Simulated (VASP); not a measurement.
Cu, 1 atom in the cell. It takes space group Fm-3m (No. 225, cubic). The conventional cell has a = 3.615 Å, b = 3.615 Å, c = 3.615 Å, α = 90.00°, β = 90.00°, γ = 90.00°. Cu (site symmetry m-3m) has 12 Cu at 2.56 Å as nearest neighbours. 

| Property | Result |
| --- | --- |
| Program | VASP 6.6.1 |
| Task | relaxation of cell and atoms |
| Functional | PBE |
| Potentials or basis | VASP PAW PBE potentials, release 64 (Cu) |
| Cutoff | 520 eV |
| k mesh | 20 × 20 × 20 |
| Occupations | gaussian, width 0.1 eV |
| Spin | no spin polarisation |
| Further INCAR settings | ALGO = Normal; EDIFF = 1e-07; IBRION = 2; EDIFFG = -0.15; NSW = 80; ISIF = 3 |

Potentials or basis: VASP PAW PBE potentials, release 64 (Cu).

The run is started by

```console
$ cat potpaw_PBE.64/Cu/POTCAR > POTCAR
$ mpirun -np 1 vasp_std > vasp.out
```

Hardware: 1 thread of Intel(R) Xeon(R) Platinum 8259CL CPU @ 2.50GHz (Skylake/Cascade Lake), with other jobs on the host.

Problem. How long does it take, and how much memory?

Solution. Wall time 33 s on 1 thread of Intel(R) Xeon(R) Platinum 8259CL CPU @ 2.50GHz (Skylake/Cascade Lake), on a shared host, peak memory 0.14 GiB. Counts: scf iterations 20, k points 256, ion steps 2.
